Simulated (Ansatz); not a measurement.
**P: a listed cell, distorted in several ways**

A set of self-consistent runs on P under moves of single atoms, random distortions, further strains and shifts, distortions that keep the symmetry, other functionals, to map its energy surface near the listed cell.

Computed with Ansatz 0.2.0 (DFT PBE, scalar-relativistic, plane waves, PAW, unless a step's input says otherwise).

1 further run of the same task is left out (set aside as unsound or not needed).

### 1 The system as given

The structure is orthorhombic, space group Cmce (No. 64). Conventional cell: a = 3.310 Å, b = 10.500 Å, c = 4.380 Å, α = 90.00°, β = 90.00°, γ = 90.00°. P (site symmetry m) has 3 P at 2.17 to 2.20 Å as nearest neighbours.

Structure file:

```
CELL_PARAMETERS angstrom
1.65500 -5.25000 0.00000
1.65500 5.25000 0.00000
0.00000 0.00000 4.38000
ATOMIC_POSITIONS crystal
P 0.09800 0.90200 0.91000
P 0.59800 0.40200 0.59000
P 0.90200 0.09800 0.09000
P 0.40200 0.59800 0.41000
```

The structure comes from the Crystallography Open Database.

### 2 The listed cell as it stands

Input file input.yaml:

```yaml
crystal:
  lattice:
    - [1.655, -5.25, 0.0]
    - [1.655, 5.25, 0.0]
    - [0.0, 0.0, 4.38]
  atoms:
    - { symbol: P, position: [0.098, 0.902, 0.91] }
    - { symbol: P, position: [0.598, 0.402, 0.59] }
    - { symbol: P, position: [0.902, 0.098, 0.09] }
    - { symbol: P, position: [0.402, 0.598, 0.41] }
basis:
  ecutwfc: 420
kpoints:
  mp_grid: { grid: [12, 12, 8] }
hamiltonian:
  xc: pbe
scf:
  occupations: { method: gaussian, width: 0.01 }
output:
  forces: true
  stress: true
  eigenvalues: true
  populations: true
```

### 3 A distortion that keeps the symmetry

Input file input.yaml:

```yaml
crystal:
  lattice:
    - [1.63260785, -4.8293175, 0.0]
    - [1.63260785, 4.8293175, 0.0]
    - [0.0, 0.0, 4.5257226]
  atoms:
    - { symbol: P, position: [0.0950919575, 0.9049080425, 0.9666502942] }
    - { symbol: P, position: [0.5950919575, 0.4049080425, 0.5333497058] }
    - { symbol: P, position: [0.9049080425, 0.0950919575, 0.0333497058] }
    - { symbol: P, position: [0.4049080425, 0.5950919575, 0.4666502942] }
basis:
  ecutwfc: 420
kpoints:
  mp_grid: { grid: [12, 12, 8] }
hamiltonian:
  xc: pbe
scf:
  occupations: { method: gaussian, width: 0.05 }
output:
  forces: true
  stress: true
  eigenvalues: true
```

### 4 A distortion of lower symmetry

Input file input.yaml:

```yaml
crystal:
  lattice:
    - [1.6753939, -5.28030685, -0.09128005]
    - [1.6673089, 5.27775815, 0.11871995]
    - [0.0363102, 0.0876, 4.3352802]
  atoms:
    - { symbol: P, position: [0.0874319494, 0.8897100446, 0.9076347032] }
    - { symbol: P, position: [0.6368921968, 0.4407150539, 0.6054520548] }
    - { symbol: P, position: [0.9018710056, 0.0900081485, 0.0718242009] }
    - { symbol: P, position: [0.3738048482, 0.579566753, 0.4150890411] }
basis:
  ecutwfc: 420
kpoints:
  mp_grid: { grid: [12, 12, 8] }
hamiltonian:
  xc: pbe
scf:
  occupations: { method: gaussian, width: 0.05 }
output:
  forces: true
  stress: true
  eigenvalues: true
  populations: true
```

### 5 A random distortion, cell strained

Input file input.yaml:

```yaml
crystal:
  lattice:
    - [1.7208345, -5.1592268, -0.027525]
    - [1.6782045, 5.1457882, 0.126825]
    - [0.1314, 0.064386, 4.378905]
  atoms:
    - { symbol: P, position: [0.1014262581, 0.8790148295, 0.9759931507] }
    - { symbol: P, position: [0.6632541361, 0.4633017551, 0.5532283105] }
    - { symbol: P, position: [0.8674195914, 0.0550214962, 0.0633675799] }
    - { symbol: P, position: [0.3679039879, 0.6026639879, 0.4074109589] }
basis:
  ecutwfc: 420
kpoints:
  mp_grid: { grid: [12, 12, 8] }
hamiltonian:
  xc: pbe
scf:
  occupations: { method: gaussian, width: 0.05 }
output:
  forces: true
  stress: true
  eigenvalues: true
```

### 6 A change within a subgroup

Input file input.yaml:

```yaml
crystal:
  lattice:
    - [1.6097523, -5.1184875, -0.0484575]
    - [1.6097523, 5.1184875, 0.0484575]
    - [0.0, 0.0404274, 4.659444]
  atoms:
    - { symbol: P, position: [0.1046369295, 0.8953630705, 0.9076793287] }
    - { symbol: P, position: [0.598995549, 0.401004451, 0.5815721054] }
    - { symbol: P, position: [0.894314128, 0.105685872, 0.0983819933] }
    - { symbol: P, position: [0.4020533936, 0.5979466064, 0.4123665725] }
basis:
  ecutwfc: 420
kpoints:
  mp_grid: { grid: [12, 12, 8] }
hamiltonian:
  xc: pbe
scf:
  occupations: { method: gaussian, width: 0.05 }
output:
  forces: true
  stress: true
  eigenvalues: true
```

### 7 A distortion that keeps the symmetry

Input file input.yaml:

```yaml
crystal:
  lattice:
    - [1.6458313, -5.20149, 0.0]
    - [1.6458313, 5.20149, 0.0]
    - [0.0, 0.0, 4.4133318]
  atoms:
    - { symbol: P, position: [0.1014819036, 0.8985180964, 0.8991381598] }
    - { symbol: P, position: [0.6014819036, 0.3985180964, 0.6008618402] }
    - { symbol: P, position: [0.8985180964, 0.1014819036, 0.1008618402] }
    - { symbol: P, position: [0.3985180964, 0.6014819036, 0.3991381598] }
basis:
  ecutwfc: 420
kpoints:
  mp_grid: { grid: [12, 12, 8] }
hamiltonian:
  xc: pbe
scf:
  occupations: { method: gaussian, width: 0.05 }
output:
  forces: true
  stress: true
  eigenvalues: true
```

### 8 A single atom displaced

Input file input.yaml:

```yaml
crystal:
  lattice:
    - [1.655, -5.25, 0.0]
    - [1.655, 5.25, 0.0]
    - [0.0, 0.0, 4.38]
  atoms:
    - { symbol: P, position: [0.098, 0.902, 0.91] }
    - { symbol: P, position: [0.598, 0.402, 0.6756164384] }
    - { symbol: P, position: [0.902, 0.098, 0.09] }
    - { symbol: P, position: [0.402, 0.598, 0.41] }
basis:
  ecutwfc: 420
kpoints:
  mp_grid: { grid: [12, 12, 8] }
hamiltonian:
  xc: pbe
scf:
  occupations: { method: gaussian, width: 0.05 }
output:
  forces: true
  stress: true
  eigenvalues: true
```

### 9 Functional and cell changed: r2SCAN

Input file input.yaml:

```yaml
crystal:
  lattice:
    - [1.5892303, -5.041365, 0.0]
    - [1.5892303, 5.041365, 0.0]
    - [0.0, 0.0, 4.2059388]
  atoms:
    - { symbol: P, position: [0.098, 0.902, 0.91] }
    - { symbol: P, position: [0.598, 0.402, 0.59] }
    - { symbol: P, position: [0.902, 0.098, 0.09] }
    - { symbol: P, position: [0.402, 0.598, 0.41] }
basis:
  ecutwfc: 500
kpoints:
  mp_grid: { grid: [12, 12, 8] }
hamiltonian:
  xc: r2scan
scf:
  occupations: { method: gaussian, width: 0.05 }
output:
  forces: true
  stress: true
  eigenvalues: true
```

### 10 A random distortion, cell strained

Input file input.yaml:

```yaml
crystal:
  lattice:
    - [1.5416223, -5.2366669, -0.0314324]
    - [1.5785823, 5.2483181, 0.0046876]
    - [-0.0353904, 0.0150672, 4.278165]
  atoms:
    - { symbol: P, position: [0.0874487009, 0.8596087009, 0.9224794521] }
    - { symbol: P, position: [0.6319262955, 0.4163758193, 0.6262123288] }
    - { symbol: P, position: [0.827285346, 0.0379291555, 0.0689885845] }
    - { symbol: P, position: [0.4533387052, 0.6860872767, 0.3823196347] }
basis:
  ecutwfc: 420
kpoints:
  mp_grid: { grid: [12, 12, 8] }
hamiltonian:
  xc: pbe
scf:
  occupations: { method: gaussian, width: 0.05 }
output:
  forces: true
  stress: true
  eigenvalues: true
```

What does the calculation give? Wanted: for each run, case; energy; pressure; largest force.

As calculated:

```
step                                  case  energy (meV/atom)  pressure (GPa)  largest force (eV/Å)  gap on the mesh (eV)
                               listed cell                  0             6.3                  1.01                  0.07
   3  a distortion that keeps the symmetry             +801.6            17.8                  7.73                  0.00
   4        a distortion of lower symmetry              +78.0             6.2                  3.58                  0.07
   5    a random distortion, cell strained             +195.3            -2.4                  2.27                  0.00
   6            a change within a subgroup               +7.1             4.2                  1.16                  0.00
   7  a distortion that keeps the symmetry              +66.2             7.9                  2.23                  0.00
   8               a single atom displaced             +357.1            14.2                  6.78                  0.00
   9   functional and cell changed: r2SCAN                n/a            20.7                  2.09                  0.00
  10    a random distortion, cell strained             +773.8            27.6                 11.61                  0.00
```

Energies are counted from the listed cell, with the smearing taken to zero. Other atoms or functionals have another zero of energy (n/a). A gap of 0.00 means none on the mesh at this level.

The listed cell carries 6.3 GPa and forces up to 1.01 eV/Å at this level, so it is not this functional's equilibrium. The comparable points lie above the listed cell. The costliest is step 3, at 802 meV/atom. Among the distorted cells of the listed formula and level the largest force, 11.61 eV/Å, acts on P4 in step 10. Among the distorted cells of the listed formula and level the gap runs from none (metal) to 0.07 eV.

Real P has a narrow gap, which semilocal functionals close or nearly close; near the undistorted cell a metallic reading is the functional's, not the solid's.
